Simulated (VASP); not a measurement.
# AlAs in VASP: relaxation of the atoms with PBEsol

Aim: the relaxation of the atoms of AlAs with PBEsol.

Program: VASP 6.6.1. These are calculated values, not measurements. Logs are shortened: lines on timing, memory, paths and dates and some standing lists are left out, and cuts for length are marked.

### Step 1. The structure

The cell holds a slab with vacuum, 20 atoms: a = 5.661 Å, b = 4.003 Å, c = 34.013 Å, α = 90.00°, β = 90.00°, γ = 90.00°.

### Step 2. Relaxation of the atoms, PBEsol

Contents of INCAR:

```
SYSTEM = AlAs
PREC     = Accurate       ! precision mode
ENCUT    = 520            ! plane-wave cutoff, eV
EDIFF    = 1E-6           ! SCF threshold, eV
ISMEAR   = 0              ! smearing method
SIGMA    = 0.05           ! smearing width, eV
LREAL    = .False.        ! projectors in reciprocal space
LASPH    = .True.         ! aspherical terms in the spheres
NELM     = 60             ! most SCF steps
ALGO     = Normal         ! electronic algorithm
ISIF     = 2              ! what is computed and relaxed
LWAVE    = .False.        ! write WAVECAR
LCHARG   = .False.        ! write CHGCAR
LDIPOL   = .True.       
IDIPOL   = 3            
DIPOL    = 0.5 0.5 0.500
GGA      = PS             ! functional
IBRION   = 2              ! ionic algorithm
NSW      = 100            ! ionic steps
EDIFFG   = -0.015         ! ionic threshold
KPAR     = 8
```

Contents of KPOINTS:

```
Automatic mesh
0
Gamma
  4 6 1
  0 0 0
```

Contents of POSCAR:

```
AlAs
1.0
    5.6608000000      0.0000000000      0.0000000000
    0.0000000000      4.0027900670      0.0000000000
    0.0000000000      0.0000000000     34.0125553010
Al As
10 10
Direct
    0.5000000000      0.5000000000      0.2352072618
    0.0000000000      0.0000000000      0.2940500925
    0.5000000000      0.5000000000      0.3528929232
    0.0000000000      0.0000000000      0.4117357539
    0.5000000000      0.5000000000      0.4705785846
    0.0000000000      1.0000000000      0.5294214154
    0.5000000000      0.5000000000      0.5882642461
    0.0000000000      0.0000000000      0.6471070768
    0.5000000000      0.5000000000      0.7059499075
    0.0000000000      0.0000000000      0.7647927382
    0.7500000000      0.0000000000      0.2352072618
    0.2500000000      0.5000000000      0.2940500925
    0.7500000000      0.0000000000      0.3528929232
    0.2500000000      0.5000000000      0.4117357539
    0.7500000000      0.0000000000      0.4705785846
    0.2500000000      0.5000000000      0.5294214154
    0.7500000000      0.0000000000      0.5882642461
    0.2500000000      0.5000000000      0.6471070768
    0.7500000000      0.0000000000      0.7059499075
    0.2500000000      0.5000000000      0.7647927382
```

Potentials or basis: VASP PAW PBE potentials, release 64 (Al, As).

Launch:

```console
$ cat potpaw_PBE.64/Al/POTCAR potpaw_PBE.64/As/POTCAR > POTCAR
$ mpirun -np 8 vasp_std > vasp.out
```

OUTCAR:

```text
SYSTEM = AlAs
   PREC = Accurate
   ENCUT = 520
   EDIFF = 1E-6
   ISMEAR = 0
   LREAL = .False.
   LASPH = .True.
   NELM = 60
   ISIF = 2
   GGA = PS
   IBRION = 2
   NSW = 100
   EDIFFG = -0.015

 ion  position               nearest neighbor table
   1  0.500  0.500  0.235-  12 2.45  11 2.45  11 2.45
   2  0.000  0.000  0.294-  11 2.45  13 2.45  12 2.45  12 2.45
   3  0.500  0.500  0.353-  14 2.45  12 2.45  13 2.45  13 2.45
   4  0.000  0.000  0.412-  13 2.45  15 2.45  14 2.45  14 2.45
   5  0.500  0.500  0.471-  14 2.45  15 2.45  15 2.45  16 2.45
   6  0.000  0.000  0.529-  17 2.45  16 2.45  16 2.45  15 2.45
   7  0.500  0.500  0.588-  18 2.45  16 2.45  17 2.45  17 2.45
   8  0.000  0.000  0.647-  17 2.45  19 2.45  18 2.45  18 2.45
   9  0.500  0.500  0.706-  18 2.45  20 2.45  19 2.45  19 2.45
  10  0.000  0.000  0.765-  19 2.45  20 2.45  20 2.45
  11  0.750  0.000  0.235-   2 2.45   1 2.45   1 2.45
  12  0.250  0.500  0.294-   1 2.45   3 2.45   2 2.45   2 2.45
  13  0.750  0.000  0.353-   4 2.45   2 2.45   3 2.45   3 2.45
  14  0.250  0.500  0.412-   3 2.45   5 2.45   4 2.45   4 2.45
  15  0.750  0.000  0.471-   4 2.45   5 2.45   5 2.45   6 2.45
  16  0.250  0.500  0.529-   7 2.45   6 2.45   6 2.45   5 2.45
  17  0.750  0.000  0.588-   8 2.45   6 2.45   7 2.45   7 2.45
  18  0.250  0.500  0.647-   7 2.45   9 2.45   8 2.45   8 2.45
  19  0.750  0.000  0.706-   8 2.45  10 2.45   9 2.45   9 2.45
  20  0.250  0.500  0.765-   9 2.45  10 2.45  10 2.45

  LATTYP: Found a simple orthorhombic cell.
 ALAT       =     4.0027900670
 B/A-ratio  =     1.4142135624
 C/A-ratio  =     8.4972118776

  Lattice vectors:

 A1 = (   0.0000000000,  -4.0027900670,   0.0000000000)
 A2 = (   5.6608000000,   0.0000000000,   0.0000000000)
 A3 = (   0.0000000000,   0.0000000000,  34.0125553010)

Analysis of symmetry for initial positions (statically):
=====================================================================
 Subroutine PRICEL returns:
 Original cell was already a primitive cell.

 Routine SETGRP: Setting up the symmetry group for a
 simple orthorhombic supercell.

 Subroutine GETGRP returns: Found  4 space group operations
 (whereof  2 operations were pure point group operations)
 out of a pool of  8 trial point group operations.

The static configuration has the point symmetry C_1h.
 The point group associated with its full space group is C_2v.

Analysis of symmetry for dynamics (positions and initial velocities):
=====================================================================
[... 164 lines left out ...]
   LRPA    =     F    only Hartree local field effects (RPA)
 conjugate gradient relaxation of ions
 non-spin polarized calculation
 Gauss-broadening in eV      SIGMA  =   0.05
  energy-cutoff  :      520.00
  volume of cell :      770.69
 maximum number of plane-waves:     20810
   NGX = 21   NGY = 15   NGZ =127

--------------------------------------- Ionic step        1  -------------------------------------------

 number of electron      80.0000008 magnetization

 Free energy of the ion-electron system (eV)
  ---------------------------------------------------
  ext. energy  EPLUGINS =         0.00000000
  ---------------------------------------------------
  free energy    TOTEN  =       -96.88303018 eV

  energy without entropy =      -96.88303018  energy(sigma->0) =      -96.88303018

------------------------ aborting loop because EDIFF is reached ----------------------------------------

  FORCE on cell =-STRESS in cart. coord.  units (eV):
  Direction    XX          YY          ZZ          XY          YZ          ZX
  --------------------------------------------------------------------------------------
  -------------------------------------------------------------------------------------
  Total       -1.3028758     -0.5871075      1.8221257      0.0000000      0.0000000      0.0000000
  in kB       -2.7085305     -1.2205296      3.7879918      0.0000000      0.0000000      0.0000000
  external PRESSURE =      -0.0470228 kB  Pullay stress =       0.0000000 kB
[... 143 lines left out ...]
  FREE ENERGIE OF THE ION-ELECTRON SYSTEM (eV)
  ---------------------------------------------------
  free  energy   TOTEN  =       -97.6889667367 eV

  energy  without entropy=      -97.6889667367  energy(sigma->0) =      -97.68896674

 dipolmoment           0.000000      0.000000      0.000000 electrons x Angstroem

[... ionic steps 4 to 19 ...]

--------------------------------------- Ionic step       20  -------------------------------------------

 number of electron      80.0000001 magnetization

------------------------ aborting loop because EDIFF is reached ----------------------------------------
[... 103 lines left out ...]
--------------------------------------- Ionic step       22  -------------------------------------------

 number of electron      80.0000002 magnetization

 dipolmoment           0.000000      0.000000     -0.000000 electrons x Angstroem

 Free energy of the ion-electron system (eV)
  ---------------------------------------------------
  ext. energy  EPLUGINS =         0.00000000
  ---------------------------------------------------
  free energy    TOTEN  =       -98.33796393 eV

  energy without entropy =      -98.33796393  energy(sigma->0) =      -98.33796393

 E-fermi :   0.2881     XC(G=0):  -5.8255

 val. band max:        0.0682722985   @ k =   0.0000   0.0000   0.0000
 cond. band min:       0.9401016089   @ k =   0.0000   0.5000   0.0000
 fundamental gap:      0.8718293104
 Fermi energy:         0.2880603871

 k-point     1 :       0.0000    0.0000    0.0000
  band No.  band energies     occupation
      1     -11.7437      2.00000
      2     -11.5716      2.00000
      3     -11.3103      2.00000
      4     -10.9472      2.00000
      5     -10.5187      2.00000
      6     -10.1821      2.00000
[... 637 lines left out ...]
     50       4.0225      0.00000
     51       4.1525      0.00000

------------------------ aborting loop because EDIFF is reached ----------------------------------------

 vacuum level on the upper side and lower side of the slab       (xc-potential included)        -0.009        -0.009

  FORCE on cell =-STRESS in cart. coord.  units (eV):
  Direction    XX          YY          ZZ          XY          YZ          ZX
  --------------------------------------------------------------------------------------
  -------------------------------------------------------------------------------------
  Total       -0.1700148     -0.7858863     -0.0170609      0.0000000      0.0000000      0.0000000
  in kB       -0.3534413     -1.6337681     -0.0354676      0.0000000      0.0000000      0.0000000
  external PRESSURE =      -0.6742257 kB  Pullay stress =       0.0000000 kB
[... 35 lines left out ...]
  FREE ENERGIE OF THE ION-ELECTRON SYSTEM (eV)
  ---------------------------------------------------
  free  energy   TOTEN  =       -98.3379639308 eV

  energy  without entropy=      -98.3379639308  energy(sigma->0) =      -98.33796393

 reached required accuracy - stopping structural energy minimisation

 vacuum level on the upper side and lower side of the slab         5.381         5.381
```

CONTCAR:

```text
AlAs
   1.00000000000000
     5.6608000000000001    0.0000000000000000    0.0000000000000000
     0.0000000000000000    4.0027900670000003    0.0000000000000000
     0.0000000000000000    0.0000000000000000   34.0125553009999990
  Al              As
    10    10
Direct
     0.5664673382550007    0.5000000000000000    0.2484329805881207
     0.9835959656541099    0.0000000000000000    0.2897202352342505
     0.4893360257825325    0.5000000000000000    0.3529675578023729
     0.9893998430165906    0.0000000000000000    0.4105445944354216
     0.4908098331671960    0.5000000000000000    0.4709384521056493
     0.9908098331671961    0.0000000000000000    0.5290615478943507
[... 12 lines left out ...]
     0.7356344312800317    0.0000000000000000    0.7063212637570011
     0.2700112670885692    0.5000000000000000    0.7733927234632634

  0.00000000E+00  0.00000000E+00  0.00000000E+00
  0.00000000E+00  0.00000000E+00  0.00000000E+00
  0.00000000E+00  0.00000000E+00  0.00000000E+00
  0.00000000E+00  0.00000000E+00  0.00000000E+00
  0.00000000E+00  0.00000000E+00  0.00000000E+00
  0.00000000E+00  0.00000000E+00  0.00000000E+00
[... 12 lines left out ...]
  0.00000000E+00  0.00000000E+00  0.00000000E+00
  0.00000000E+00  0.00000000E+00  0.00000000E+00
```

Wall time 36 min (8 MPI ranks of Intel Xeon Platinum 8488C (Sapphire Rapids), shared host); peak memory 0.96 GiB.

Results:

```yaml
Free_energy: -98.3380 eV
Energy_gained_by_relaxing: 72.7 meV/atom
Ionic_steps: 22
Largest_force_after_relaxing: 0.013 eV/Å
Band_gap_on_the_k_mesh: 0.87 eV, indirect (least direct gap 1.41 eV)
```

Forces on the atoms (eV/Å):
```
Al   0.004  0.000  0.004
Al  -0.001  0.000  0.009
Al   0.007  0.000 -0.009
Al  -0.011  0.000  0.004
Al  -0.006  0.000 -0.012
Al  -0.006  0.000  0.012
Al  -0.011  0.000 -0.004
Al   0.007  0.000  0.009
Al  -0.001  0.000 -0.009
Al   0.004  0.000 -0.004
As   0.010  0.000 -0.005
As  -0.005  0.000  0.005
As  -0.006  0.000  0.002
As   0.003  0.000 -0.013
As   0.005  0.000  0.000
As   0.005  0.000  0.000
As   0.003  0.000  0.013
As  -0.006  0.000 -0.002
As  -0.005  0.000 -0.005
As   0.010  0.000  0.005
```

Step by step:
| step | energy change (eV) | largest force (eV/Å) | pressure (GPa) |
| --- | --- | --- | --- |
| 1 | 0.0000 | 1.7420 | 0.00 |
| 2 | -0.4393 | 1.3138 | 0.09 |
| 3 | -0.8059 | 0.9800 | 0.26 |
| 4 | -1.1657 | 0.6241 | 0.10 |
| 5 | -1.3551 | 0.5474 | -0.12 |
| 6 | -1.4009 | 0.2777 | -0.11 |
| 7 | -1.4017 | 0.2405 | -0.12 |
| 8 | -1.4188 | 0.1714 | -0.10 |
| 9 | -1.4283 | 0.1728 | -0.07 |
| 10 | -1.4399 | 0.1196 | -0.04 |
| 11 | -1.4437 | 0.0733 | -0.02 |
| 12 | -1.4468 | 0.0577 | -0.02 |
| 13 | -1.4472 | 0.0527 | -0.03 |
| 14 | -1.4492 | 0.0569 | -0.04 |
| 15 | -1.4503 | 0.0662 | -0.05 |
| 16 | -1.4519 | 0.0441 | -0.06 |
| 17 | -1.4525 | 0.0488 | -0.07 |
| 18 | -1.4539 | 0.0257 | -0.08 |
| 19 | -1.4540 | 0.0336 | -0.08 |
| 20 | -1.4546 | 0.0224 | -0.08 |
| 21 | -1.4546 | 0.0311 | -0.07 |
| 22 | -1.4549 | 0.0132 | -0.07 |

Final structure:
```cif
data_structure
_symmetry_space_group_name_H-M 'P 1'
_symmetry_Int_Tables_number 1
_cell_length_a 5.6608
_cell_length_b 4.0028
_cell_length_c 34.0126
_cell_angle_alpha 90.000
_cell_angle_beta 90.000
_cell_angle_gamma 90.000
_cell_volume 770.69
loop_
_atom_site_label
_atom_site_type_symbol
_atom_site_fract_x
_atom_site_fract_y
_atom_site_fract_z
_atom_site_occupancy
Al1 Al 0.56647 0.50000 0.24843 1
Al2 Al 0.98360 0.00000 0.28972 1
Al3 Al 0.48934 0.50000 0.35297 1
Al4 Al 0.98940 0.00000 0.41054 1
Al5 Al 0.49081 0.50000 0.47094 1
Al6 Al 0.99081 0.00000 0.52906 1
Al7 Al 0.48940 0.50000 0.58946 1
Al8 Al 0.98934 0.00000 0.64703 1
Al9 Al 0.48360 0.50000 0.71028 1
Al10 Al 0.06647 0.00000 0.75157 1
As1 As 0.77001 0.00000 0.22661 1
As2 As 0.23563 0.50000 0.29368 1
As3 As 0.74320 0.00000 0.35094 1
As4 As 0.24025 0.50000 0.41193 1
As5 As 0.74130 0.00000 0.46998 1
As6 As 0.24130 0.50000 0.53002 1
As7 As 0.74025 0.00000 0.58807 1
As8 As 0.24320 0.50000 0.64906 1
As9 As 0.73563 0.00000 0.70632 1
As10 As 0.27001 0.50000 0.77339 1
```

Caveat: the PAW data sets were made with another functional, which shifts forces and pressure a little.
